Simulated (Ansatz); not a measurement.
# Ta2C (P-3m1) in Ansatz: notebook

Runs on Ta2C. Level: PBEsol+U. Tasks: relaxation of cell and atoms.

Everything below comes from runs of Ansatz 0.2.0. Logs are shortened: lines on timing, memory, paths and dates and some standing lists are left out, and cuts for length are marked.

### 1 The structure

It takes space group P-3m1 (No. 164, trigonal). Conventional cell: a = 3.106 Å, b = 3.106 Å, c = 4.946 Å, α = 90.00°, β = 90.00°, γ = 120.00°. Ta (site symmetry 3m) has 3 C at 2.18 Å as nearest neighbours. Around C (site symmetry -3m) lie 6 Ta at 2.18 Å.

### 2 Relaxation of cell and atoms, PBEsol+U

input.yaml reads:

```yaml
crystal:
  lattice:
    - [3.1059, 0.0, 0.0]
    - [-1.55295, 2.6897883016, 0.0]
    - [0.0, 0.0, 4.9464]
  atoms:
    - { symbol: Ta, position: [0.6666666667, 0.3333333333, 0.74799] }
    - { symbol: Ta, position: [0.3333333333, 0.6666666667, 0.25201] }
    - { symbol: C, position: [0.0, 0.0, 0.0] }
hamiltonian:
  xc: pbesol
  pseudopotentials: { kind: paw }
  hubbard: { sites: [{ species: Ta, l: d, u_eff: 6.0 }] }
kpoints:
  mp_grid: { grid: [10, 10, 6] }
scf:
  occupations: { method: fermi_dirac, width: 0.05 }
output:
  forces: true
  stress: true
  eigenvalues: true
relax:
  f_tol: 0.01
  max_steps: 40
  cell: { stress_tol: 0.05 }
```

Potentials or basis: Ansatz PAW.

On the command line:

```bash
$ ansatz run input.yaml --threads 2 --pin off --max-ram 5632MiB --backend cpu --events-out ev --progress --plain --runs-dir out
```

The log of the run:

```text
Warning: RAYON_NUM_THREADS=2 ignored (pool sized by the plan → 2); use --threads N
Ta: projections on atomic orbitals take those of the free atom [Kr 4d10 4f14] 5s2 5p6 5d3 6s2, of charge +0.00 (hamiltonian.pseudopotentials.projection_atoms); the dataset's partial waves leave at most 6.0e-5 of an orbital's norm unspanned inside its sphere
C: projections on atomic orbitals take those of the free atom [He] 2s2 2p2, of charge +0.00 (hamiltonian.pseudopotentials.projection_atoms); the dataset's partial waves leave at most 3.7e-9 of an orbital's norm unspanned inside its sphere
Engine: ansatz 0.2.0, aarch64-unknown-linux-gnu
Pseudopotentials: kind: paw
Pseudopotential: Ta, paw, valence charge 13, recommended cutoff 420 eV (normal), Ta.paw.azcp
Pseudopotential: C, paw, valence charge 4, recommended cutoff 420 eV (normal), C.paw.azcp
Functional definition: PBEsol
  exchange = pbesol_x
  correlation = pbesol_c
Crystal: 3 atoms, lattice volume = 41.323 Å³
Basis set: ecut = 420 eV, 809 PW (Γ), exchange–correlation on 48×48×72 points (8 copies of the dense FFT grid, shifted against one another)
Bands: 19, of which v1, the nominal top of the filled ones, is band 15 counted from 1 (14 counted from 0)
Symmetry: 12 space group operations
Space group: P-3m1 (ITA 164), of the structure as read, at distance tolerance 3.5e-5 Å
k-points: 72 of 600
Non-local potential: Ta, projectors of the file, l = 0: 3, l = 1: 2, l = 2: 2, l = 3: 1
Non-local potential: C, projectors of the file, l = 0: 2, l = 1: 2, l = 2: 1
PAW form: soft (Blöchl's): semilocal exchange-correlation on the pseudo side does not see the compensation charge
PAW frozen core: Ta, regenerated for the run's functional, and the local potential with it (the file was generated under x = pbe(κ = 0.804, μ = 0.2195149727645171), c = pbe(β = 0.06672455060314922))
PAW frozen core: C, regenerated for the run's functional, and the local potential with it (the file was generated under x = pbe(κ = 0.804, μ = 0.2195149727645171), c = pbe(β = 0.06672455060314922))
PAW one-centre angular grid: Ta, 590 points (default); XC on 64 Gauss nodes
PAW one-centre angular grid: C, 110 points (default); XC on 64 Gauss nodes
Initial density: superposition of atomic densities (chi_scale 0.1, normalization cell, long waves of neutral atoms under a Hubbard term (reshape's long-wave potential 0.03 eV rms, cloud 2.46 Å wide))
Initial wavefunctions: pseudopotential atomic-orbital guess
Functional: x = pbesol(κ = 0.804, μ = 0.12345679012345678), c = pbesol(β = 0.046)
SCF iter   1: F=—  HF=-19848.394980 eV  |F-HF|=—  |Δ(HF+E_count)|=         —  Δρ=9.50e-2  dr2=4.92e0  ethr=3.10e-3  ⟨swp⟩=5.7  Hψ=6102  notcnv=0
preconditioner: auto → Kerker (q_TF=auto, 2.586 Å⁻¹)  [metal: Δε(μ)=0.035 eV  Ē_g=8.087 eV  σ=0.050 eV  W_gap=0.17  n_scr=10 (ndim 8)  ℏωp=21.6 eV  f_vac=0.000  D(μ)=0.96/eV (n_scr^D=2)]
SCF iter   2: F=—  HF=-19847.444874 eV  |F-HF|=—  |Δ(HF+E_count)|=   9.50e-1  Δρ=3.65e-2  dr2=5.38e-1  ethr=3.10e-3  ⟨swp⟩=2.8  Hψ=2886  notcnv=0
SCF iter   3: F=—  HF=-19847.547950 eV  |F-HF|=—  |Δ(HF+E_count)|=   1.03e-1  Δρ=1.42e-2  dr2=7.99e-2  ethr=1.79e-3  ⟨swp⟩=2.2  Hψ=2203  notcnv=0
SCF iter   4: F=—  HF=-19847.570641 eV  |F-HF|=—  |Δ(HF+E_count)|=   2.27e-2  Δρ=2.66e-3  dr2=4.10e-3  ethr=2.66e-4  ⟨swp⟩=2.3  Hψ=2446  notcnv=0
SCF iter   5: F=—  HF=-19847.570187 eV  |F-HF|=—  |Δ(HF+E_count)|=   4.54e-4  Δρ=4.03e-4  dr2=1.70e-4  ethr=1.37e-5  ⟨swp⟩=2.0  Hψ=1878  notcnv=0
SCF iter   6: F=—  HF=-19847.570161 eV  |F-HF|=—  |Δ(HF+E_count)|=   2.55e-5  Δρ=1.25e-4  dr2=5.50e-6  ethr=5.67e-7  ⟨swp⟩=2.0  Hψ=1815  notcnv=0
SCF iter   7: F=—  HF=-19847.570167 eV  |F-HF|=—  |Δ(HF+E_count)|=   6.22e-6  Δρ=4.46e-5  dr2=4.55e-7  ethr=1.83e-8  ⟨swp⟩=2.0  Hψ=1879  notcnv=0
SCF iter   8: F=—  HF=-19847.570168 eV  |F-HF|=—  |Δ(HF+E_count)|=   1.02e-6  Δρ=2.03e-5  dr2=1.83e-7  ethr=3.33e-10  ⟨swp⟩=6.4  Hψ=6463  notcnv=0
SCF iter   9: F=-19847.570168 eV  HF=-19847.570168 eV  |F-HF|=3.83e-9  |Δ(HF+E_count)|=   1.20e-7  Δρ=4.68e-6  dr2=8.85e-9  ethr=3.33e-10  ⟨swp⟩=5.0  Hψ=5001  notcnv=0
SCF 1 converged in 9 iterations: F = -19847.570168 eV  dr2 = 8.85e-9
relax step   1: F+E_penalty+E_count = -19847.57016846 eV  Δ(F+E_penalty+E_count) = +0.000e0 eV  max|allowed force component| = 3.676e-1 eV/Å  Δτ_max = 0.0000 Å  P = +1.366 GPa  Ω = 41.323 Å³  (9 SCF iters, dr2 threshold 1.00e-7 eV, accepted)
Crystal: 3 atoms, lattice volume = 40.574 Å³
Basis set: ecut = 420 eV, 773 PW (Γ), exchange–correlation on 48×48×72 points (8 copies of the dense FFT grid, shifted against one another)
Initial density: handed on by an earlier stage of this run
Initial wavefunctions: those handed on with the density
iter 1 solved again at ethr=1.44e-4 eV; its pass at ethr=3.10e-3 eV (dr2=4.32e-2 eV) is discarded
[... 30 lines left out ...]
SCF 4 converged in 4 iterations: F = -19847.575204 eV  dr2 = 7.30e-8
relax step   4: F+E_penalty+E_count = -19847.57520358 eV  Δ(F+E_penalty+E_count) = -1.265e-3 eV  max|allowed force component| = 2.361e-3 eV/Å  Δτ_max = 0.0001 Å  P = -0.064 GPa  Ω = 41.419 Å³  energy of the carried Pulay correction = -1.123e-4 eV  (4 SCF iters, dr2 threshold 3.00e-7 eV, accepted)
Crystal: 3 atoms, lattice volume = 41.410 Å³
iter 1 solved again at ethr=2.65e-9 eV; its pass at ethr=3.10e-3 eV (dr2=7.94e-7 eV) is discarded
SCF iter   1: F=—  HF=-19847.575222 eV  |F-HF|=—  |Δ(HF+E_count)|=         —  Δρ=5.19e-5  dr2=9.07e-7  ethr=2.65e-9  ⟨swp⟩=3.2  Hψ=8980  notcnv=0
preconditioner: auto → Kerker (q_TF=auto, 2.586 Å⁻¹)  [metal: Δε(μ)=0.044 eV  Ē_g=7.342 eV  σ=0.050 eV  W_gap=0.21  n_scr=10 (ndim 8)  ℏωp=21.6 eV  f_vac=0.000  D(μ)=0.86/eV (n_scr^D=2)]
SCF iter   2: F=—  HF=-19847.575223 eV  |F-HF|=—  |Δ(HF+E_count)|=   2.40e-7  Δρ=3.37e-5  dr2=3.20e-7  ethr=2.65e-9  ⟨swp⟩=2.0  Hψ=1794  notcnv=0
SCF iter   3: F=-19847.575223 eV  HF=-19847.575223 eV  |F-HF|=3.35e-8  |Δ(HF+E_count)|=   4.09e-7  Δρ=1.23e-5  dr2=3.47e-8  ethr=2.20e-10  ⟨swp⟩=3.5  Hψ=5618  notcnv=0
SCF 5 converged in 3 iterations: F = -19847.575223 eV  dr2 = 3.47e-8
relax step   5: F+E_penalty+E_count = -19847.57522298 eV  Δ(F+E_penalty+E_count) = -1.939e-5 eV  max|allowed force component| = 8.403e-5 eV/Å  Δτ_max = 0.0001 Å  P = +0.000 GPa  Ω = 41.410 Å³  energy of the carried Pulay correction = -1.011e-4 eV  (3 SCF iters, dr2 threshold 6.60e-8 eV, accepted)
Initial wavefunctions: pseudopotential atomic-orbital guess (no wavefunctions were taken with the density)
iter 1 solved again at ethr=7.54e-8 eV; its pass at ethr=3.10e-3 eV (dr2=2.26e-5 eV) is discarded
SCF iter   1: F=—  HF=-19847.575335 eV  |F-HF|=—  |Δ(HF+E_count)|=         —  Δρ=6.76e-5  dr2=7.72e-8  ethr=7.54e-8  ⟨swp⟩=3.5  Hψ=9885  notcnv=0
SCF iter   2: F=—  HF=-19847.575336 eV  |F-HF|=—  |Δ(HF+E_count)|=   1.06e-6  Δρ=3.52e-5  dr2=3.29e-8  ethr=2.57e-10  ⟨swp⟩=2.1  Hψ=2138  notcnv=0
SCF iter   3: F=—  HF=-19847.575336 eV  |F-HF|=—  |Δ(HF+E_count)|=   1.01e-7  Δρ=7.96e-6  dr2=4.74e-9  ethr=1.10e-10  ⟨swp⟩=2.0  Hψ=1866  notcnv=0
SCF iter   4: F=—  HF=-19847.575336 eV  |F-HF|=—  |Δ(HF+E_count)|=   7.36e-9  Δρ=5.21e-7  dr2=1.55e-10  ethr=1.58e-11  ⟨swp⟩=2.7  Hψ=2499  notcnv=0
SCF iter   5: F=-19847.575336 eV  HF=-19847.575336 eV  |F-HF|=0.00e0  |Δ(HF+E_count)|=  2.91e-11  Δρ=1.57e-7  dr2=1.78e-11  ethr=1.00e-12  ⟨swp⟩=6.8  Hψ=6564  notcnv=0
SCF 6 converged in 5 iterations: F = -19847.575336 eV  dr2 = 1.78e-11
relax step   6: F+E_penalty+E_count = -19847.57533602 eV  Δ(F+E_penalty+E_count) = -1.130e-4 eV  max|allowed force component| = 2.344e-4 eV/Å  Δτ_max = 0.0000 Å  P = +0.003 GPa  Ω = 41.410 Å³  stress off target by 1.18e-2 GPa  SCF on the basis re-selected at this cell (its energy is not comparable with the rows above)  (5 SCF iters)
basis re-selected at this cell: Δ(F+E_penalty+E_count) = -1.130e-4 eV, ΔP = +0.003 GPa vs the last step (what re-selecting the basis moved, of the pressure what is left beyond the Pulay correction that the steps carried, after the strain that the cell walked since its last selection, with what the two solves' SCF thresholds leave and, on support functions, any second-order correction that the steps lacked; it is no measure of the basis error at this ecutwfc). This SCF's stress stands 1.18e-2 GPa from its target on what of the cell is left free (relax.cell.stress_tol is 5.00e-2 GPa) and its largest allowed force component is 2.34e-4 eV/Å (relax.f_tol is 1.00e-2 eV/Å): within both
SCF converged after 5 iterations
Free energy (F): -19847.575336 eV
Harris-Foulkes:  -19847.575336 eV  (|F-HF|=0.00e0)
Internal energy: -19847.568483 eV  (E = F + TS)
E sigma→0 (E₀):  -19847.571910 eV
Entropy (-TS):   -0.006853 eV (-2.284 meV/atom)
Fermi energy:    19.040925 eV
--- Per-component energies (eV) ---
  E_band       = -192.105797
  E_kinetic    = 820.635867
  E_local      = -1184.641349  (includes V_loc(G=0)·N_el)
  E_nonlocal   = 59.465328
  E_hartree    = 406.344000
  E_xc         = -482.917074
  E_vxc        = -468.520711  (∫ρ·V_xc dr)
  E_hubbard    = 13.954516  (on-site DFT+U / exact-exchange correction)
  E_vhub       = 4.970630  (the Hubbard potential's part of the band-sum identity)
  E_paw        = -16639.864703  (= ΣΔE_a)
  E_vpaw       = -236.703859  (= ΣTr[D̂ρ^β])
  E_aug_tail   = 0.000273  (compensation charges beyond the density's cutoff)
  E_ewald      = -2840.993734
  E_core_change = 0.448393  (= ΣΔE_core)
  E_smearing   = -0.006853  (= −TS)
  E_closure    = -0.000000  (closes the sum)
  Σ components = -19847.575336   (vs F -19847.575336, Δ=0.00e0)
--- Forces (eV/Å), atoms counted from 1 ---
  atom   1  Ta     0.00000000     0.00000000    -0.00023442
  atom   2  Ta    -0.00000000     0.00000000     0.00023442
  atom   3  C      0.00000000     0.00000000     0.00000000
  max |Σ_I F_I| component: 1.31e-31 eV/Å
--- Stress (GPa, compression-positive) ---
        0.010306      -0.000000       0.000000
        0.000000       0.010306       0.000000
        0.000000       0.000000      -0.011806
  P = ⅓ Tr σ = 0.0029 GPa (0.029 kbar)
--- Band table (eV; the first three rows and the last of 72) ---
  k-point 0: bands = ["-49.6265", "-49.5446", "-16.5621", "-15.9268", "-15.9268", "-15.8144", "-15.8144", "-15.6970", "5.5485", "11.8632", "15.1812", "15.1812", "15.2860", "18.8497", "19.2721", "19.2721", "20.2963", "20.2963", "21.4706"]
  k-point 1: bands = ["-49.6220", "-49.5505", "-16.5075", "-15.9196", "-15.9196", "-15.8217", "-15.8217", "-15.7584", "5.6680", "11.5903", "15.1003", "15.1003", "15.5533", "18.5265", "19.3147", "19.3147", "20.2997", "20.2997", "21.8776"]
  k-point 2: bands = ["-49.6088", "-49.5663", "-16.3561", "-15.9235", "-15.9001", "-15.9001", "-15.8413", "-15.8413", "5.9321", "11.0640", "14.9561", "14.9561", "16.1912", "17.8350", "19.1195", "19.1195", "20.9759", "20.9759", "22.5858"]
  k-point 71: bands = ["-49.5483", "-49.5460", "-16.4278", "-16.4171", "-16.2518", "-16.2348", "-15.8654", "-15.8635", "7.6903", "12.9343", "13.2473", "14.5355", "17.4045", "17.5349", "17.6281", "20.3488", "20.8265", "22.1671", "23.4908"]
Occupation matrices written to <dir>
--- Relaxed structure (5 steps of the walk, 4 accepted, 1 SCFs on fresh bases) ---
  F+E_penalty+E_count = -19847.57533602 eV   max|allowed force component| = 2.344e-4 eV/Å   (the final SCF, on the basis selected at the relaxed cell)
  cell:  # Å, volume = 41.4097 Å³
    - [3.1110554686175975, -1.8423928505473366e-33, 9.95388896430173e-20]
    - [-1.5555277343087988, 2.6942530684053403, -6.667841273829218e-21]
    - [1.5852383004330818e-19, 7.926191502166208e-20, 4.940331277770875]
  atoms:
    - { symbol: Ta, position: [0.6666666666666666, 0.3333333333333333, 0.7452898605877077] }
    - { symbol: Ta, position: [0.3333333333333333, 0.6666666666666666, 0.2547101394122922] }
    - { symbol: C, position: [4.83086498982902e-36, -1.9889317675593112e-35, -9.132923039024211e-22] }
```

Run time: 16 s. Hardware: 2 threads of Arm Neoverse V2, shared host; peak memory 0.4 GiB.

Results:

| Item | Value |
| --- | --- |
| Free energy | -19847.5753 eV |
| Relaxed volume | 13.80 Å³/atom |
| Relaxed cell | a = 3.111 Å, b = 3.111 Å, c = 4.940 Å, α = 90.00°, β = 90.00°, γ = 120.00° |
| Space group after relaxing (to 0.05 Å) | P-3m1 (No. 164) |
| Energy gained by relaxing | 1.7 meV/atom |
| Ionic steps | 5 |
| Pressure after relaxing | 0.0 GPa |
| Band gap on the k mesh | none (metal or under the smearing width) |

The path:
```
step  energy change (eV)  largest force (eV/Å)  volume (Å³)
   1              0.0000                0.3676        41.32
   2             -0.0038                0.0447        41.63
   3             -0.0050                0.0024        41.42
   4             -0.0051                0.0001        41.41
   5             -0.0052                0.0002        41.41
```

Final structure:
```xyz
3
Lattice="3.1111 0.0000 0.0000 -1.5555 2.6943 0.0000 0.0000 0.0000 4.9403" Properties=species:S:1:pos:R:3 pbc="T T T"
Ta    1.5555    0.8981    3.6820
Ta    0.0000    1.7962    1.2584
C     0.0000    0.0000    0.0000
```

Eigenvalues of the final occupation matrices:
```
  site  spin  trace               eigenvalues
site 1     1   1.91  0.31 0.31 0.40 0.44 0.44
site 2     1   1.91  0.31 0.31 0.40 0.44 0.44
```

Caveat: the plane-wave basis is chosen anew once the cell has moved, so the energies of steps on either side of that aren't comparable; U without spin polarisation on a metal has little footing; the PAW data sets come from PBE, with cores solved anew for the run's functional, which leaves a small shift of forces and pressure; the U is typed as a test and isn't derived for this compound. The run has no spin-orbit coupling, so splittings on Ta are missing.

### 3 Relaxation of cell and atoms, PBEsol+U

Changes to input.yaml since step 2:

```diff
@@ -12,3 +12,3 @@
   pseudopotentials: { kind: paw }
-  hubbard: { sites: [{ species: Ta, l: d, u_eff: 6.0 }] }
+  hubbard: { sites: [{ species: Ta, l: d, u_eff: 8.0 }] }
 kpoints:
```

Potentials or basis: Ansatz PAW.

On the command line:

```bash
$ ansatz run input.yaml --threads 2 --pin off --max-ram 5632MiB --backend cpu --events-out ev --progress --plain --runs-dir out
```

It took 17 s on 2 threads of Arm Neoverse V2, shared host; peak memory 0.39 GiB.

Results (log left out):

```yaml
Free_energy: -19842.9470 eV
Relaxed_volume: 13.89 Å³/atom
Relaxed_cell: a = 3.122 Å, b = 3.122 Å, c = 4.936 Å, α = 90.00°, β = 90.00°, γ = 120.00°
Space_group_after_relaxing_to_0.05_Å: P-3m1 (No. 164)
Energy_gained_by_relaxing: 4.4 meV/atom
Ionic_steps: 6
Pressure_after_relaxing: 0.0 GPa
Band_gap_on_the_k_mesh: none (metal or under the smearing width)
```

The path:
```
step  energy change (eV)  largest force (eV/Å)  volume (Å³)
   1              0.0000                0.4716        41.32
   2             -0.0060                0.3787        41.44
   3             -0.0111                0.0556        41.91
   4             -0.0127                0.0157        41.66
   5             -0.0127                0.0009        41.68
   6             -0.0131                0.0005        41.68
```

Final structure:
```cif
data_structure
_symmetry_space_group_name_H-M 'P 1'
_symmetry_Int_Tables_number 1
_cell_length_a 3.1224
_cell_length_b 3.1224
_cell_length_c 4.9364
_cell_angle_alpha 90.000
_cell_angle_beta 90.000
_cell_angle_gamma 120.000
_cell_volume 41.68
loop_
_atom_site_label
_atom_site_type_symbol
_atom_site_fract_x
_atom_site_fract_y
_atom_site_fract_z
_atom_site_occupancy
Ta1 Ta 0.66667 0.33333 0.74398 1
Ta2 Ta 0.33333 0.66667 0.25602 1
C1 C 0.00000 0.00000 0.00000 1
```

Levels at points of the mesh, in eV from the Fermi level:
```tsv
k point	band 11	band 12	band 13	band 14	band 15	band 16	band 17	band 18	band 19
(0.00, 0.00, 0.00)	-3.99	-3.95	-3.95	-0.12	-0.01	-0.01	1.46	1.46	2.30
(0.00, 0.00, -0.50)	-4.28	-4.28	-2.10	-2.01	0.14	0.14	2.40	2.40	3.80
(0.00, -0.50, 0.00)	-4.92	-4.39	-3.31	-2.31	-0.75	3.08	3.40	3.90	4.77
(0.00, -0.50, -0.50)	-5.11	-3.96	-2.42	-1.84	-1.48	0.95	1.25	4.57	4.63
```

Eigenvalues of the final occupation matrices:
```csv
site,spin,trace,eigenvalues
site 1,1,1.89,0.30 0.30 0.39 0.46 0.46
site 2,1,1.89,0.30 0.30 0.39 0.46 0.46
```

Caveat: the plane-wave basis is chosen anew once the cell has moved, so the energies of steps on either side of that aren't comparable; U without spin polarisation on a metal has little footing; the PAW data sets come from PBE, with cores solved anew for the run's functional, which leaves a small shift of forces and pressure; the U is typed as a test and isn't derived for this compound. The run has no spin-orbit coupling, so splittings on Ta are missing.
